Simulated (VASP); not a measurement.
P, 2 atoms in the cell. The structure is trigonal, space group R-3m (No. 166). The conventional cell has a = 3.363 Å, b = 3.363 Å, c = 8.254 Å, α = 90.00°, β = 90.00°, γ = 120.00°. P (site symmetry 3m) has 6 P at 2.33 to 2.44 Å as nearest neighbours. This isn't the form of P at room conditions, which is orthorhombic.

* Program: VASP 6.6.1
* Task: relaxation of cell and atoms
* Functional: PBEsol
* Dispersion: D3(BJ)
* Potentials or basis: VASP PAW PBE potentials, release 64 (P)
* Cutoff: 520 eV
* k mesh: 15 × 15 × 15
* Occupations: gaussian, width 0.1 eV
* Spin: no spin polarisation
* Target pressure: 0.0001 GPa
* Further INCAR settings: ALGO = Normal; EDIFF = 1e-07; IBRION = 2; EDIFFG = -0.15; NSW = 80; ISIF = 3
* Target pressure: 0.0001 GPa

Potentials or basis: VASP PAW PBE potentials, release 64 (P).

Command:

```bash
$ cat potpaw_PBE.64/P/POTCAR > POTCAR
$ mpirun -np 1 vasp_std > vasp.out
```

Hardware: 1 thread of Intel(R) Xeon(R) Platinum 8488C (Sapphire Rapids), on a shared host.

Question: Estimate the wall time of this run.

Answer: Wall time 95 s on 1 thread of Intel(R) Xeon(R) Platinum 8488C (Sapphire Rapids) (shared host), peak memory 0.21 GiB. Counts: scf iterations 23, k points 344, ion steps 3.
